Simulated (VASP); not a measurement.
Here is a VASP 6.6.1 calculation.

The input INCAR:

```
SYSTEM = InP
  ALGO = Fast
  EDIFF = 1E-7
  EDIFFG = -0.01
  ENCUT = 600
  GGA = CA
  IBRION = 2
  ISIF = 2
  ISMEAR = 0
  LASPH = .True.
  LCHARG = .False.
  LREAL = .False.
  LWAVE = .False.
  NELM = 80
  NSW = 40
  PREC = Accurate
  SIGMA = 0.03
```

KPOINTS

```
k-points
0
Gamma
  8 8 8
  0 0 0
```

The input POSCAR:

```
InP                                     
1.0
    0.0000000000      2.8748674516      2.8748674516
    2.8748674516      0.0000000000      2.8748674516
    2.8748674516      2.8748674516      0.0000000000
  In              P             
     1     1
Direct
     0.0000000000000000    0.0000000000000000    0.0000000000000000
     0.2500000000000000    0.2500000000000000    0.2500000000000000
```

Potentials or basis: VASP PAW LDA potentials, release 64 (In_d, P).

Command:

```sh
$ cat potpaw_LDA.64/In_d/POTCAR potpaw_LDA.64/P/POTCAR > POTCAR
$ mpirun -np 1 vasp_std > vasp.out
```

What does it give for the band gap on the k mesh?

0.81 eV, direct.

Final structure:
```cif
data_structure
_symmetry_space_group_name_H-M 'P 1'
_symmetry_Int_Tables_number 1
_cell_length_a 4.0657
_cell_length_b 4.0657
_cell_length_c 4.0657
_cell_angle_alpha 60.000
_cell_angle_beta 60.000
_cell_angle_gamma 60.000
_cell_volume 47.52
loop_
_atom_site_label
_atom_site_type_symbol
_atom_site_fract_x
_atom_site_fract_y
_atom_site_fract_z
_atom_site_occupancy
In1 In 0.00000 0.00000 0.00000 1
P1 P 0.25000 0.25000 0.25000 1
```

Caveat: the relaxation stopped at its first step, so nothing moved; spin-orbit coupling is left out, which moves the levels of the heavy elements.
